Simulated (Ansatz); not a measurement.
The system is I.

```
I
1.0
     3.63503   -2.39502    0.00000
     3.63503    2.39502    0.00000
     0.00000    0.00000    9.79344
I
4
Direct
  0.64930 0.35070 0.38440
  0.14930 0.85070 0.11560
  0.35070 0.64930 0.61560
  0.85070 0.14930 0.88440
```

Base run:

```yaml
Program: Ansatz 0.2.0
Functional: PBEsol
Potentials_or_basis: all-electron LAPW, scalar-relativistic
Cutoff: 253 eV (chosen from the basis error)
Basis_error_allowed: 0.002 eV/atom
k_mesh: 7 × 7 × 3
Occupations: fermi-dirac, width 0.05 eV
Spin: no spin polarisation
```

Its results: band gap on the k mesh 1.29 eV, indirect (least direct gap 1.38 eV); pressure 0.1 GPa; largest force 0.759 eV/Å.

Problem. The run is repeated on the same cell with these changes: functional from PBEsol to LDA. What comes out?

Solution. Band gap on the k mesh 1.24 eV, indirect (least direct gap 1.32 eV); pressure -0.9 GPa; largest force 0.724 eV/Å.

LDA binds more tightly than PBEsol, so the same cell stands under less pressure.

Caveats: spin-orbit coupling is left out, which moves the levels of the heavy elements.
